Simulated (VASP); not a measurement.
Crystal: HfS2.

```
Hf S
1.0
     3.63966    0.00000    0.00000
    -1.81983    3.15204    0.00000
     0.00000    0.00000    6.05556
Hf S
1 2
Direct
  0.00000 0.00000 0.00000
  0.66667 0.33333 0.76395
  0.33333 0.66667 0.23605
```

The cell is a database's computed one.

| Property | Result |
| --- | --- |
| Program | VASP 6.6.1 |
| Task | relaxation of cell and atoms |
| Functional | PBE |
| Dispersion | D3(BJ) |
| Potentials or basis | VASP PAW PBE potentials, release 64 (Hf_pv, S) |
| Cutoff | 600 eV |
| k mesh | 3 × 3 × 2 |
| Occupations | gaussian, width 0.02 eV |
| Spin | no spin polarisation |

At the start: pressure -0.3 GPa; volume 23.16 Å³/atom.

Problem. How do energy, volume and symmetry change on relaxing?

Solution. Over 12 steps the energy falls by 5.7 meV/atom and the volume is 22.08 Å³/atom (-4.7 %); space group P-3m1 (No. 164, to 0.05 Å).

The path:
```csv
step,energy change (eV),largest force (eV/Å),pressure (GPa),volume (Å³)
1,0.0000,0.0297,-0.27,69.47
2,-0.0035,0.1205,0.05,69.08
3,-0.0050,0.2248,0.43,68.63
4,-0.0069,0.1840,0.05,68.65
5,-0.0082,0.1094,-0.62,68.69
6,-0.0105,0.0984,-0.55,68.30
7,-0.0153,0.0620,-0.32,67.16
8,-0.0129,0.0227,0.34,64.88
9,-0.0164,0.0434,-0.09,66.37
10,-0.0164,0.0388,-0.07,66.25
11,-0.0171,0.0213,0.02,66.24
12,-0.0172,0.0104,0.07,66.23
```

Final structure:
```yaml
crystal:
  lattice:
    - [3.64466, 0.00000, 0.00000]
    - [-1.82233, 3.15637, 0.00000]
    - [0.00000, 0.00000, 5.75760]
  atoms:
    - { symbol: Hf, position: [0.00000, 0.00000, 0.00000] }
    - { symbol: S, position: [0.66667, 0.33333, 0.75305] }
    - { symbol: S, position: [0.33333, 0.66667, 0.24695] }
```

Caveat: the k mesh is coarse (spacing up to 0.66 Å⁻¹), so the values aren't converged.
